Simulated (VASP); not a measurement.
**Input and output of a VASP PBE single-point calculation on MgO (strained wurtzite)**

INCAR

```
NELM = 120
EDIFF = 1E-7
ENCUT = 520
ISMEAR = -1
IBRION = -1
ISIF = 2
LREAL = .FALSE.
SIGMA = 0.02
GGA = PE
LWAVE = .FALSE.
LCHARG = .FALSE.
NSW = 0
NBANDS = 16
LASPH = .TRUE.
PREC = Accurate
```

KPOINTS

```
KPOINTS created by Atomic Simulation Environment
0
Gamma
12 12 6
0 0 0
```

KPOINTS_OPT

```
special points
6
Reciprocal
0.0000000000 0.0000000000 0.0000000000 1
0.5000000000 0.0000000000 0.0000000000 1
0.3333333333 0.3333333333 0.0000000000 1
0.0000000000 0.0000000000 0.5000000000 1
0.5000000000 0.0000000000 0.5000000000 1
0.3333333333 0.3333333333 0.5000000000 1
```

POSCAR

```
Mg O
 1.0000000000000000
     3.2882172281021651   -0.0000000000288675    0.0000000000000000
    -1.6441086140260825    2.8476796527125590    0.0000000000000000
     0.0000000000000000    0.0000000000000000    4.8329916237999999
 Mg  O
   2   2
Cartesian
  0.0000000000166667  1.8984531017987498 -0.0832378256627108
  1.6441086140594161  0.9492265508849411  2.3332579862372889
  0.0000000000166667  1.8984531017987498  1.8956096845877104
  1.6441086140594161  0.9492265508849411  4.3121054964877086
```

VASP ran with the recommended PBE PAW datasets (16 valence electrons in the cell).

Command

```
mpirun -np 1 vasp_std
```

From OUTCAR

```
k-points           NKPTS =     76   k-points in BZ     NKDIM =     76   number of bands    NBANDS=     16

   NELECT =      16.0000    total number of electrons

   dimension x,y,z NGX =    24 NGY =   24 NGZ =   36
   dimension x,y,z NGXF=    48 NGYF=   48 NGZF=   72

  energy-cutoff  :      520.00
  volume of cell :       45.26
      direct lattice vectors                 reciprocal lattice vectors
     3.288217228 -0.000000000  0.000000000     0.304116161  0.175581547  0.000000000
    -1.644108614  2.847679653  0.000000000     0.000000000  0.351163095  0.000000000
     0.000000000  0.000000000  4.832991624     0.000000000  0.000000000  0.206911180

 k-points in reciprocal lattice and weights: KPOINTS created by Atomic Simulation Env
   0.00000000  0.00000000  0.00000000       0.001
   0.08333333 -0.00000000  0.00000000       0.007
   0.16666667 -0.00000000  0.00000000       0.007
   0.25000000 -0.00000000  0.00000000       0.007
   0.33333333  0.00000000  0.00000000       0.007
   0.41666667 -0.00000000  0.00000000       0.007
   0.50000000 -0.00000000  0.00000000       0.003
   0.08333333  0.08333333  0.00000000       0.007
   ...

 E-fermi :   1.9620

 k-point     1 :       0.0000    0.0000    0.0000
  band No.  band energies     occupation
      1     -15.0135      2.00000
      2     -14.0833      2.00000
      3      -1.9780      2.00000
      4       0.5179      2.00000
      5       0.5179      2.00000
      6       0.9154      2.00000
      7       0.9154      2.00000
      8       1.5047      2.00000
      9       5.0986      0.00000
     10      10.2956      0.00000
     11      12.2559      0.00000
     12      15.6040      0.00000
     13      15.6040      0.00000
     14      17.6502      0.00000
     15      18.1362      0.00000
     16      18.1362      0.00000

 k-point     2 :       0.0833   -0.0000    0.0000
  band No.  band energies     occupation
      1     -14.9764      2.00000
      2     -14.0724      2.00000
      3      -1.9102      2.00000
      4       0.3552      2.00000
      5       0.4679      2.00000
      6       0.6896      2.00000
      7       0.9256      2.00000
      8       1.4752      2.00000
      9       5.4351      0.00000
     10      10.4937      0.00000
     11      12.1811      0.00000
     12      14.7203      0.00000
     13      15.7282      0.00000
     14      17.5749      0.00000
     15      18.1126      0.00000
     16      18.2118      0.00000

 k-point     3 :       0.1667   -0.0000    0.0000
  band No.  band energies     occupation
      1     -14.8709      2.00000
      2     -14.0453      2.00000
      3      -1.7132      2.00000
      4      -0.1384      2.00000
      5       0.2747      2.00000
      6       0.3493      2.00000
      7       0.9369      2.00000
      8       1.3820      2.00000
      9       6.2350      0.00000
     10      10.9471      0.00000
     11      11.9890      0.00000
     12      13.4964      0.00000
     13      16.0441      0.00000
     14      16.2915      0.00000
     15      17.2841      0.00000
     16      17.4001      0.00000

 k-point     4 :       0.2500   -0.0000    0.0000
  band No.  band energies     occupation
      1     -14.7157      2.00000
      2     -14.0158      2.00000
      3      -1.4097      2.00000
      4      -0.7675      2.00000
      5      -0.1276      2.00000
      6       0.2108      2.00000
      7       0.9321      2.00000
      8       1.2194      2.00000
      9       7.1979      0.00000
     10      11.0827      0.00000
     11      11.7374      0.00000
     12      12.8948      0.00000
     13      15.0308      0.00000
     14      16.2179      0.00000
     15      16.6499      0.00000
     16      16.9582      0.00000

 k-point     5 :       0.3333    0.0000    0.0000
  band No.  band energies     occupation
      1     -14.5403      2.00000
      2     -14.0016      2.00000
      3      -1.3399      2.00000
      4      -1.0122      2.00000
      5      -0.4694      2.00000
      6       0.0878      2.00000
      7       0.9151      2.00000
      8       0.9881      2.00000
      9       8.1333      0.00000
     10      10.6177      0.00000
     11      11.3112      0.00000
     12      13.1003      0.00000
     13      14.2479      0.00000
     14      15.8638      0.00000
     15      16.2542      0.00000
     16      17.2339      0.00000

 k-point     6 :       0.4167   -0.0000    0.0000
  band No.  band energies     occupation
      1     -14.3860      2.00000
      2     -14.0138      2.00000
      3      -1.6964      2.00000
      4      -0.7522      2.00000
      5      -0.5920      2.00000
      6       0.0045      2.00000
      7       0.7208      2.00000
      8       0.8979      2.00000
      9       8.8977      0.00000
     10      10.0928      0.00000
     11      11.0227      0.00000
     12      12.7949      0.00000
     13      14.4072      0.00000
     14      15.5610      0.00000
     15      16.0622      0.00000
     16      17.5342      0.00000

 k-point     7 :       0.5000   -0.0000    0.0000
  band No.  band energies     occupation
      1     -14.3164      2.00000
      2     -14.0306      2.00000
      3      -1.8232      2.00000
      4      -0.8071      2.00000
      5      -0.4256      2.00000
      6      -0.0248      2.00000
      7       0.5683      2.00000
      8       0.8909      2.00000
      9       9.2794      0.00000
     10       9.8095      0.00000
     11      10.9325      0.00000
     12      12.5583      0.00000
     13      14.5994      0.00000
     14      15.4553      0.00000
     15      16.0088      0.00000
     16      17.6454      0.00000

 k-point     8 :       0.0833    0.0833    0.0000
  band No.  band energies     occupation
      1     -14.9051      2.00000
      2     -14.0535      2.00000
      3      -1.7777      2.00000
      4       0.1311      2.00000
      5       0.1394      2.00000
      6       0.5487      2.00000
      7       0.9045      2.00000
      8       1.4138      2.00000
      9       5.9961      0.00000
     10      10.8256      0.00000
     11      12.0576      0.00000
     12      13.7754      0.00000
     13      15.9345      0.00000
     14      16.7646      0.00000
     15      17.3087      0.00000
     16      17.7158      0.00000

 k-point     9 :       0.1667    0.0833    0.0000
  band No.  band energies     occupation
      1     -14.7744      2.00000
      2     -14.0251      2.00000
      3      -1.5264      2.00000
      4      -0.4740      2.00000
      5      -0.1335      2.00000
      6       0.3782      2.00000
      7       0.8735      2.00000
      8       1.2865      2.00000
      9       6.8624      0.00000
     10      11.1237      0.00000
     11      11.9867      0.00000
     12      12.8159      0.00000
     13      15.5121      0.00000
     14      16.2321      0.00000
     15      16.5263      0.00000
     16      17.2936      0.00000

 k-point    10 :       0.2500    0.0833    0.0000
  band No.  band energies     occupation
      1     -14.6083      2.00000
      2     -14.0037      2.00000
      3      -1.2037      2.00000
      4      -1.0408      2.00000
      5      -0.4007      2.00000
      6       0.1672      2.00000
      7       0.8433      2.00000
      8       1.0902      2.00000
      9       7.8044      0.00000
     10      10.8567      0.00000
     11      11.6207      0.00000
     12      12.8783      0.00000
     13      14.4797      0.00000
     14      15.9205      0.00000
     15      16.2118      0.00000
     16      17.2966      0.00000

 k-point    11 :       0.3333    0.0833    0.0000
  band No.  band energies     occupation
      1     -14.4407      2.00000
      2     -14.0050      2.00000
      3      -1.5168      2.00000
      4      -0.8120      2.00000
      5      -0.5903      2.00000
      6      -0.0058      2.00000
      7       0.8065      2.00000
      8       0.8415      2.00000
      9       8.6558      0.00000
     10      10.3551      0.00000
     11      11.1794      0.00000
     12      12.9851      0.00000
     13      14.1873      0.00000
     14      15.5583      0.00000
     15      16.0327      0.00000
     16      17.4841      0.00000

 k-point    12 :       0.4167    0.0833    0.0000
  band No.  band energies     occupation
      1     -14.3201      2.00000
      2     -14.0277      2.00000
      3      -1.7551      2.00000
      4      -0.7639      2.00000
      5      -0.4439      2.00000
      6      -0.0951      2.00000
      7       0.5916      2.00000
      8       0.7950      2.00000
      9       9.2503      0.00000
     10       9.9580      0.00000
     11      10.9872      0.00000
     12      12.6130      0.00000
     13      14.4954      0.00000
     14      15.3912      0.00000
     15      15.9388      0.00000
     16      17.5808      0.00000

 ...

  Total        2.3984722      2.3984722      2.1107902      0.0000000      0.0000000     -0.0000000
  in kB       84.9136682     84.9136682     74.7287940      0.0000000      0.0000000     -0.0000000
  external PRESSURE =      81.5187101 kB  Pullay stress =       0.0000000 kB

 POSITION                                       TOTAL-FORCE (eV/Angst)
 -----------------------------------------------------------------------------------
      0.00000      1.89845      4.74975        -0.000000      0.000000     -0.021169
      1.64411      0.94923      2.33326         0.000000     -0.000000     -0.021169
      0.00000      1.89845      1.89561         0.000000     -0.000000      0.021169
      1.64411      0.94923      4.31211         0.000000      0.000000      0.021169
 -----------------------------------------------------------------------------------
    total drift:                               -0.000000     -0.000000     -0.000652

  FREE ENERGIE OF THE ION-ELECTRON SYSTEM (eV)
  ---------------------------------------------------
  free  energy   TOTEN  =       -23.4526546918 eV

  energy  without entropy=      -23.4526546918  energy(sigma->0) =      -23.45265469
```

```json
{"gap between bands v and c": "3.59 eV", "least direct gap": "3.59 eV", "pressure": "8.2 GPa", "largest force": "0.02 eV/Å"}
```

Band v is the last that the valence electrons fill when counted band by band, and c is the next.

The run took about 24 s on one core of a shared host (Intel Xeon Platinum 8488C) and held 0.18 GiB at most.
